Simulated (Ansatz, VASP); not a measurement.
# Na in VASP and in Ansatz

File INCAR:

```
  PREC = Accurate
  ENCUT = 520
  EDIFF = 1E-6
  ISMEAR = -1
  SIGMA = 0.03
  LREAL = F
  LASPH = T
  NELM = 100
  ALGO = Normal
  ISIF = 2
  LWAVE = F
  LCHARG = F
  GGA = PS
  NBANDS = 10
```

KPOINTS

```
regular mesh
0
Gamma
  11 11 11
```

The input POSCAR:

```
Na
1.0
   -2.0742735852      2.0742735852      2.0742735852
    2.0742735852     -2.0742735852      2.0742735852
    2.0742735852      2.0742735852     -2.0742735852
Na
1
Direct
    0.0000000000      0.0000000000      0.0000000000
```

Input for Ansatz:

```yaml
crystal:
  lattice:
    - [-2.0742735852, 2.0742735852, 2.0742735852]
    - [2.0742735852, -2.0742735852, 2.0742735852]
    - [2.0742735852, 2.0742735852, -2.0742735852]
  atoms:
    - { symbol: Na, position: [0.0, 0.0, 0.0] }
kpoints:
  mp_grid: { grid: [11, 11, 11] }
  band_path:
    path:
      - [0.0, 0.0, 0.0]
      - [0.5, -0.5, 0.5]
      - [0.0, 0.0, 0.5]
      - [0.0, 0.0, 0.0]
      - [0.25, 0.25, 0.25]
      - [0.5, -0.5, 0.5]
      - [0.25, 0.25, 0.25]
      - [0.0, 0.0, 0.5]
    npoints: 5
scf:
  occupations: { method: fermi_dirac, width: 0.03 }
hamiltonian:
  xc: pbesol
  pseudopotentials: { kind: all_electron, lapw: { basis_error: 0.0005 } }
output:
  forces: true
  stress: true
  eigenvalues: true
```

Change from the starting cell: volume scaled by 0.94.

Alike in both runs: task single point; functional PBEsol; k mesh 11 × 11 × 11; occupations fermi-dirac, width 0.03 eV; no spin polarisation.

|  | VASP | Ansatz |
| --- | --- | --- |
| version | VASP 6.6.1 | Ansatz 0.2.0 |
| potentials or method | VASP PAW PBE potentials, release 64 (Na_pv) | all-electron LAPW, scalar-relativistic |
| plane-wave cutoff (eV) | 520 | see its input |

|  | VASP | Ansatz | Ansatz less VASP |
| --- | --- | --- | --- |
| pressure (GPa) | 0.1 | 0.1 | +0.03 |

Ansatz ran all-electron here, so the differences hold the error of VASP's frozen core and of both bases.

Caveats: the PAW data sets were made with another functional, which shifts forces and pressure a little (VASP).
